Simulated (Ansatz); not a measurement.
Zinc-blende InN (metastable phase), treated with r²SCAN+rVV10 in Ansatz (plane waves, PAW).

Run with plane-wave cutoff 560 eV, 12×12×12 k mesh, Fermi–Dirac smearing 0.01 eV, scalar-relativistic PAW data made under PBE.

The volume scan:

```csv
V (Å³/atom),E − E_lowest (meV/atom)
14.556,27.99
14.866,11.97
15.176,2.88
15.485,0.00
15.795,2.68
16.105,10.33
16.414,22.42
```

### Question
What bulk modulus B0 and pressure derivative B′ does a third-order Birch–Murnaghan fit give?

### Answer
V0 = 15.485 Å³/atom, B0 = 144 GPa, B′ = 4.5 (fit to the energies at full precision).

Measured, for comparison: equilibrium volume per atom 15.72 Å³/atom (temperature not stated, no zero-point or thermal correction, epilayer on 3C-SiC; as tabulated in Schörmann, As, Lischka, Schley, Goldhahn et al., Appl. Phys. Lett. 89, 261903 …). Computed (rounded) less measured: equilibrium volume per atom -1.5 %. A static lattice is as a rule a little smaller and stiffer than an uncorrected measurement, which narrows the difference in the equilibrium volume per atom and would widen misses of the other sign.

Note: the gap of the solid is closed in this run; this level leaves the solid without a gap, although one is measured.

Spin–orbit coupling is not included; it can open a gap where bands touch, and shift volumes and moduli.

The computed numbers hold no vibrational or temperature effects.

Ansatz is a program for electronic structure.
